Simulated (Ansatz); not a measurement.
## Does relaxation matter for the field gradients of In2O3 with an In vacancy?

Start: a supercell of In2O3 (corundum type, R-3c) built from a structure deposited in the COD, with all atoms left at the host's positions.

Space group R3:H (No. 146); a = 10.9740, c = 14.5100 Å, γ = 120.00°.

| site | Wyckoff | site symmetry | x | y | z |
| --- | --- | --- | --- | --- | --- |
| In1 | 9b | 1 | 0.1667 | 0.8333 | 0.6906 |
| In4 | 3a | 3. | 0.0000 | 0.0000 | 0.1427 |
| In5 | 9b | 1 | 0.1667 | 0.8333 | 0.4760 |
| In8 | 3a | 3. | 0.0000 | 0.0000 | 0.6427 |
| In9 | 9b | 1 | 0.8333 | 0.1667 | 0.3094 |
| In12 | 3a | 3. | 0.0000 | 0.0000 | 0.8573 |
| In13 | 9b | 1 | 0.8333 | 0.1667 | 0.5240 |
| O16 | 9b | 1 | 0.8157 | 0.9823 | 0.5833 |
| O17 | 9b | 1 | 0.3157 | 0.4823 | 0.5833 |
| O18 | 9b | 1 | 0.1490 | 0.1490 | 0.2500 |
| O19 | 9b | 1 | 0.3157 | 0.9823 | 0.5833 |
| O28 | 9b | 1 | 0.1843 | 0.0177 | 0.4167 |
| O29 | 9b | 1 | 0.6843 | 0.5177 | 0.4167 |
| O30 | 9b | 1 | 0.8510 | 0.8510 | 0.7500 |
| O31 | 9b | 1 | 0.6843 | 0.0177 | 0.4167 |

One atom of each set is listed; the run and its k-mesh use a cell of 39 atoms with edges of 7.97, 7.97, 7.97 Å.

Computed with Ansatz: DFT, PBE, plane waves and PAW, scalar-relativistic, 420 eV cutoff, Γ-centred 3×3×3 k-points, Fermi–Dirac smearing 0.01 eV, cell charge -3.

The largest force at the start is 2.7 eV/Å. Relaxing the ions at fixed cell moves them by 0.206 Å at most (atom 4, In) and 0.089 Å rms.

| site | moved (Å) | first shell before | first shell after | V_zz before (10²¹ V/m²) | η before |
| --- | --- | --- | --- | --- | --- |
| In1 | 0.063 | 6 O at 2.12–2.26 Å | 6 O at 2.09–2.26 Å | 5.31 | 0.38 |
| In4 | 0.206 | 6 O at 2.12–2.26 Å | 6 O at 2.14–2.17 Å | 3.70 | 0.00 |
| In5 | 0.037 | 6 O at 2.12–2.26 Å | 6 O at 2.06–2.29 Å | 6.31 | 0.96 |
| In9 | 0.168 | 6 O at 2.12–2.26 Å | 6 O at 2.05–2.34 Å | 4.79 | 0.52 |
| In12 | 0.065 | 6 O at 2.12–2.26 Å | 6 O at 2.12–2.29 Å | 4.84 | 0.00 |
| In13 | 0.065 | 6 O at 2.12–2.26 Å | 6 O at 2.04–2.30 Å | -9.12 | 0.57 |
| O18 | 0.153 | 3 In at 2.12–2.26 Å | 3 In at 2.04–2.14 Å | -7.49 | 0.51 |
| O28 | 0.087 | 3 In at 2.12–2.26 Å | 3 In at 2.06–2.14 Å | 5.71 | 0.94 |
| O29 | 0.071 | 4 In at 2.12–2.26 Å | 4 In at 2.09–2.34 Å | -4.13 | 0.73 |
| O31 | 0.060 | 4 In at 2.12–2.26 Å | 4 In at 2.10–2.30 Å | -5.54 | 0.49 |

Question: What are V_zz and η after the relaxation?

Answer: 

| site | V_zz after | η after | change of V_zz |
| --- | --- | --- | --- |
| In1 | 5.73 | 0.98 | +0.42 |
| In4 | 1.98 | 0.00 | -1.72 |
| In5 | -7.75 | 0.90 | – |
| In9 | -5.49 | 0.73 | – |
| In12 | 7.39 | 0.00 | +2.55 |
| In13 | -13.54 | 0.33 | -4.42 |
| O18 | -8.35 | 0.46 | -0.86 |
| O28 | -6.63 | 0.72 | – |
| O29 | -4.68 | 0.68 | -0.55 |
| O31 | -5.28 | 0.59 | +0.26 |

The largest change of V_zz along a kept axis is on In13, from -9.12 to -13.54. In per cent, |V_zz| changes by -46 to +53 on In, -5 to +13 on O (all sites that start above 0.5, bar those whose gradient vanishes or changes sign or whose main axis turns by over 40°). Where |V_zz| stays above 0.1 and the axes keep their order, η moves most on In1, from 0.38 to 0.98. On In5, O28, In9 the largest principal value lies along another axis in the second run, so the two V_zz can't be compared directly. The table leaves out 5 of the 15 sites, with |V_zz| up to 5.29; their tensors move by 0.91 at most along any direction. The statements above cover all sites. The host's own positions weren't relaxed first, so part of the change far from the defect can be the host's relaxation.

The defect repeats with the cell of 39 atoms, so it feels its images: sites between two images don't show the values beside a lone defect, and zeros or small values of η there can come from the images' arrangement. In and O carry a gradient in the pure host already, so the values there aren't the defect's effect alone. A uniform background compensates the cell's charge. Without spin–orbit coupling (the program notes it for In) the gradients can shift somewhat, as the gap is small.
Before: The cell keeps the host's lattice, where the PBE pressure is 5 GPa (in a charged cell this depends on the convention for the mean potential). The neighbours have not yet relaxed around the defect (largest force 2.7 eV/Å), so a real crystal will differ.
After: The cell keeps the host's lattice, where the PBE pressure is 6 GPa (in a charged cell this depends on the convention for the mean potential).
